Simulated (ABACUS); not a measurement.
Input of an ABACUS 3.10.1 run:

The input INPUT:

```
INPUT_PARAMETERS
suffix              Ge
calculation         scf
basis_type          pw
pseudo_dir          ./
symmetry            1
dft_functional      pz
ecutwfc             79
pseudo_rcut         7
nspin               1
nbands              11
ks_solver           dav
smearing_method     fd
smearing_sigma      0.00367493
scf_thr             1e-08
scf_nmax            100
mixing_type         broyden
mixing_beta         0.7
cal_force           1
cal_stress          1
kpar                4
```

Contents of STRU:

```
ATOMIC_SPECIES
Ge 72.6300 Ge_ONCV_PBE-1.2.upf

LATTICE_CONSTANT
1.8897261246

LATTICE_VECTORS
-1.6084200000 1.6084200000 1.8731800000
1.6084200000 -1.6084200000 1.8731800000
1.6084200000 1.6084200000 -1.8731800000

ATOMIC_POSITIONS
Direct

Ge
0.0
1
0.5000000000 0.5000000000 0.0000000000 1 1 1
```

KPT

```
K_POINTS
0
Gamma
12 12 12 0 0 0
```

Potentials or basis: SG15 ONCV 1.2 PBE, plane waves.

The run is started by

```console
$ OMP_NUM_THREADS=1 mpirun -np 4 abacus > log
```

**Question.** What does it give for the band gap on the k mesh?

**Answer.** None (metal or under the smearing width).

**Question.** What does it give for the pressure?

**Answer.** -6.6 GPa.

Stress tensor (GPa, compression positive):
```
-6.70  0.00  0.00
 0.00 -6.70  0.00
 0.00  0.00 -6.29
```

Caveat: the potentials were made for another functional, which shifts forces and pressure.
